When several programs compute one crystal with one functional, their agreement is easily read as accuracy. The gaps of layered MoS₂ show what such agreement covers and what it leaves open. In the table, "gap" is the distance from the highest occupied to the lowest empty level anywhere on the k mesh, and "direct gap" is the smallest distance at a single mesh point. The last column measures each gap from the middle value of the five.

Band gaps of MoS₂ (space group R3m, 3-atom cell) from five DFT programs, using PBE without dispersion correction, spin polarisation or spin-orbit coupling. All runs share one fixed structure, a 10×10×10 k mesh and Fermi-Dirac smearing of 0.05 eV. Gaps are taken on the k mesh, and "basis" is the plane-wave cutoff.

```
         program                            potentials       basis  gap (eV)  direct gap (eV)  gap less the median of the rows (eV)
            GPAW  GPAW-PAW-data-sets-(gpaw-data-1.2.1)      600 eV   0.94800          1.93600                                -0.008
          Ansatz                            Ansatz PAW      420 eV   0.95300          1.95700                                -0.003
          SIRIUS            dojo-sr-pbe-0.4.1-standard  1102.06 eV   0.95600              n/a                                 0.000
          ABACUS   PseudoDojo-NC-SR-0.4.1-PBE-standard  1102.06 eV   0.95600          1.95800                                 0.000
Quantum ESPRESSO               SSSP-1.3-efficiency-PBE  816.342 eV   0.95700          1.96300                                 0.001
```

1. Which of the two gaps is larger, and what does that say about the crystal?

The direct gap is larger by about 1.0 eV in the four rows that have both. The highest occupied and the lowest empty state therefore lie at different crystal momenta, and the gap is indirect. Neither state sits at the zone centre: there the highest occupied level lies about 1.2 eV below the valence top.

The stacking of the layers suggests why. In this structure the primitive cell holds one layer, so the crystal momentum along the stack fixes the phase between neighbouring layers. At the zone centre all layers are in phase. Consider a state whose sulphur pz lobes point out of the layer with the same sign on both faces. In phase, the lobes that meet across the space between two layers have equal signs, bond, and lower the level. In opposite phase they are antibonding and raise it, which would put the valence top at the zone boundary along the stack. The k points of the band edges were not printed, so this assignment rests on the orbital argument.

The limit of separated layers supports the picture. Once the lobes no longer overlap, the phase between layers has no effect on the energy. The valence top then passes to the corner K of the in-plane zone, where the states are mostly molybdenum d and sit in the middle of the layer. The conduction minimum lies at K too, and a single layer of MoS₂ is known to have a direct gap there.

2. The total energies of these runs differ by thousands of electronvolts. How can the gaps agree?

The total energies come out between about −22 eV for GPAW and −6763 eV for Ansatz, for the same three atoms. The zero of energy is not the same in all runs. GPAW counts from separate reference atoms, while the other zeros depend on how the ionic cores are treated. SIRIUS and ABACUS, which use the same potentials, agree to about 1 meV. Such a constant says nothing about bonding, and it cancels only between energies that share the same potentials and the same convention for the zero.

The position of a single level is no more comparable. An infinite crystal has no vacuum outside it from which to measure, so the average potential is set by convention and by the form of the pseudopotential. The Fermi energies accordingly spread over 2.9 eV. A gap is a difference between two levels of one run, and the common zero drops out of it.

What remains is physical. A good pseudopotential or PAW data set makes valence electrons scatter from an atom as they would from the full atom with its core. In the limit of perfect scattering and a complete basis, all the programs would give the same PBE gap, whatever their total energies.

3. Which digits of the gap do the programs share?

They share 0.95 to 0.96 eV. The full spread is 9 meV in the rounded values of the table (a little over 8 meV in finer digits), about 1% of the gap, and without GPAW it is 4 meV. The third decimal therefore describes a particular choice of potentials and basis rather than PBE.

One pair of rows separates the program from its input. SIRIUS and ABACUS use the same family of potentials and the same cutoff, and their gaps differ by only 0.03 meV. For this pair the code itself hardly matters. The larger differences appear where potentials and basis change, though the two change together and cannot be told apart here.

The pair also sets the middle value, because two of the five rows are nearly the same calculation. A zero in the last column thus marks the most repeated input and not the most accurate one. Nor does the cutoff rank the rows. Smoother pseudised wave functions need fewer plane waves, so Ansatz at 420 eV can come within 4 meV of ABACUS at 1102 eV.

4. Does a change of potentials simply move the conduction band against the valence band?

That is the simplest idea, and it can be tested without fitting anything. If all empty levels moved by one amount against all occupied ones, every gap would change equally. The direct gap of any row would then follow from the ABACUS row:

direct gap = direct gap of ABACUS + (gap − gap of ABACUS)

For GPAW the gap is 8 meV below that of ABACUS, so the direct gap should also be 8 meV lower. It is 22 meV lower, and the rule misses by 14 meV. For Ansatz and Quantum ESPRESSO it misses by only a few meV, but that is about as much as their gaps shift at all. The rule therefore fails for GPAW and finds no support in the other two.

The occupied levels at the zone centre show that GPAW also changes spacings within the valence band. The highest occupied level there stands 1.15 eV above a degenerate pair, about 24 meV less than the average of the other four programs. The threefold axis of the crystal requires the two kinds of level to differ in character: orbitals along the axis, such as pz, can form single levels, while px and py go into pairs. They sample different parts of the atom, so a small difference in scattering or in the basis need not move them equally. Whether the GPAW data sets or its 600 eV basis cause the change would take a run at a higher cutoff to decide.

The lesson is to compare several levels and not one gap. Two errors can cancel in a single difference and reappear in another.

5. Is the direct gap in the table the true direct gap of PBE?

It is almost certainly too large, and by much more than the programs differ. A mesh sees only a sample of the crystal momenta, so its highest occupied level can lie below the true valence top and its lowest empty level above the true conduction minimum. Any gap on a mesh is thus an upper bound. The bound is tight only if the mesh passes close to the right points.

The smallest direct gap of MoS₂ is known to lie at K, and K sits at one third along each in-plane reciprocal vector. A mesh with ten divisions has tenths, and no tenth equals a third. The nearest point is at three tenths, which is nine tenths of the way from the zone centre to K.

The size of the error follows from the curvature of the bands. Near K the direct gap grows with the distance δ from K as

ΔE = ħ²δ² / (2μ)

where μ is the reduced mass of electron and hole. With the in-plane lattice constant a = 3.158 Å, the missed distance is

δ = (1/10) · 4π/(3a) = 0.133 Å⁻¹

Using ħ²/(2m) ≈ 3.8 eV Å², with m the electron mass, and a rough recalled value μ ≈ 0.25 m, one finds

ΔE ≈ 3.8 · 0.133² / 0.25 ≈ 0.3 eV

Only the order of magnitude counts, since the mass is rough and real bands depart from a parabola. Even so, the estimate is about ten times the 27 meV spread of the direct gaps. All programs use the same mesh, so all make nearly the same error, and their agreement cannot reveal it.

6. Which mesh would be better?

The number of divisions should suit the points that matter. Take a mesh that includes the zone centre. To contain K, its number of divisions must be divisible by three. To contain the zone boundary along the stack, where the argument of the first answer puts the valence top, it must be even. Twelve divisions meet both conditions, whereas nine or ten meet only one.

This choice matters more than density alone. A mesh of 20 divisions is twice as fine as the present one and still misses K. The conduction minimum of the layered crystal may lie at a point of no special symmetry, which no simple mesh is sure to contain. For a final value of the indirect gap, the levels should therefore be computed along lines through the zone, from the converged density.

7. If the programs agree to 9 meV, how well is the gap of real MoS₂ known?

Much less well, because the main remaining errors are common to all rows. PBE is known to underestimate gaps, often by several tenths of an electronvolt or more. The true gap is the cost of removing an electron from the crystal and adding one to it far away. A difference of PBE levels leaves out the jump that the exact exchange-correlation potential makes when an electron is added. Better potentials or a larger basis bring a calculation closer to the PBE value, not to the measured one.

Spin-orbit coupling is another shared omission. It splits the valence states at K by roughly 0.15 eV, a recalled value, and the upper branch would reduce the direct gap there. The atoms were also held fixed in a structure that is not at rest in PBE: the largest forces are about 0.5 eV/Å and the pressure is above 5 GPa. The gaps belong to that structure, and relaxing it would change the overlap between layers on which the indirect gap depends. Plain PBE is a poor guide for that step: it lacks the dispersion attraction that holds the layers together and tends to place them too far apart, so the relaxation needs a dispersion correction.

For a transistor channel made of MoS₂ the two scales of error have very different weight. The number of thermally excited carriers in the undoped material varies as exp(−gap/(2kT)), with kT about 0.026 eV at room temperature. An uncertainty of 9 meV changes it by about a fifth, while an error of 0.3 eV changes it by a factor of some hundreds. Effort is therefore better spent on the functional, the structure and the k points than on the third decimal that separates the programs.
